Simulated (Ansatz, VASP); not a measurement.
**PbSe in VASP and in Ansatz**

```
CELL_PARAMETERS angstrom
-0.09186 3.01622 3.01622
3.01622 -0.09186 3.01622
3.01622 3.01622 -0.09186
ATOMIC_POSITIONS crystal
Pb 0.00000 0.00000 0.00000
Se 0.50000 0.50000 0.50000
```

Change from the starting cell: equal xy, yz and zx shear strains of -3 %, crystal datasets.

Alike in both runs: task electric field gradients; functional PBE; k mesh 9 × 9 × 9; occupations fermi-dirac, width 0.01 eV; no spin polarisation.

```csv
,VASP,Ansatz
version,VASP 6.6.1,Ansatz 0.2.0
potentials or method,"VASP PAW PBE potentials, release 64 (Pb_d, Se), cutoff 520 eV","all-electron PAW with datasets made for the crystal, scalar-relativistic"
```

|  | VASP | Ansatz | Ansatz less VASP |
| --- | --- | --- | --- |
| gap on the k mesh at the Fermi level (eV) | 0.42 | 0.42 | -0.002 |
| pressure (GPa) | 2.3 | 2.3 | +0.01 |
| largest component of the traceless stress (GPa) | 0.47 | 0.47 | -0.001 |
| Vzz of the field gradient on the site that differs most (V/Å²) | 6.8 | 11.9 | +5.18 |

Ansatz ran all-electron here, so the differences hold the error of VASP's frozen core and of both bases. Ansatz warned: «gradients_without_spin_orbit».

Caveats: spin-orbit coupling is left out, which as a rule narrows the gap of such compounds by several tenths of an eV; an odd mesh through Γ misses points on the zone boundary, where band edges often lie.
